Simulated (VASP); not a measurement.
Wanted: the native input for a VASP 6.6.1 run.

```yaml
Task: band structure
Functional: r2SCAN
Potentials_or_basis: VASP PAW PBE potentials, release 64 (Na_pv, F)
Cutoff: 520 eV
k_mesh: 10 × 10 × 10
Occupations: gaussian, width 0.03 eV
Spin: no spin polarisation
Further_INCAR_settings: ALGO = Normal; EDIFF = 1e-06; NBANDS = 14
```

The structure of NaF (Villiaumite) lies in POSCAR:

```
NaF                                     
1.0
    0.0000000000      2.3140630840      2.3140630840
    2.3140630840      0.0000000000      2.3140630840
    2.3140630840      2.3140630840      0.0000000000
  Na              F             
     1     1
Direct
     0.0000000000000000    0.0000000000000000    0.0000000000000000
     0.5000000000000000    0.5000000000000000    0.5000000000000000
```

One way to write it, as run:

INCAR

```
ALGO = Normal ; EDIFF = 1E-6
ENCUT = 520 ; ISIF = 2
ISMEAR = 0 ; LASPH = True
LCHARG = False ; LMIXTAU = True
LREAL = False ; LWAVE = False
METAGGA = R2SCAN ; NBANDS = 14
NELM = 80 ; PREC = Accurate
SIGMA = 0.03
```

KPOINTS

```
k-points
0
Gamma
  10 10 10
```

KPOINTS_OPT

```
explicit points
252
Reciprocal
 0.0000000000  0.0000000000  0.0000000000 1
 0.0357142857  0.0000000000  0.0357142857 1
 0.0714285714  0.0000000000  0.0714285714 1
 0.1071428571  0.0000000000  0.1071428571 1
 0.1428571429  0.0000000000  0.1428571429 1
 0.1785714286  0.0000000000  0.1785714286 1
[... 244 lines left out ...]
 0.4908617900  0.0091382100  0.5000000000 1
 0.5091382100 -0.0091382100  0.5000000000 1
```

Potentials or basis: VASP PAW PBE potentials, release 64 (Na_pv, F).

Launch:

```sh
$ cat potpaw_PBE.64/Na_pv/POTCAR potpaw_PBE.64/F/POTCAR > POTCAR
$ mpirun -np 1 vasp_std > vasp.out
```

Results of the run:

- Pressure: -1.8 GPa
- Band gap on the k mesh: 7.19 eV, direct
- Band gap along the path: 7.19 eV, direct

Caveat: the PAW data sets were made with another functional, which shifts forces and pressure a little.

Run time: 57 s on 1 thread of Intel(R) Xeon(R) 6975P-C (Granite Rapids) (shared host), peak memory 0.16 GiB.
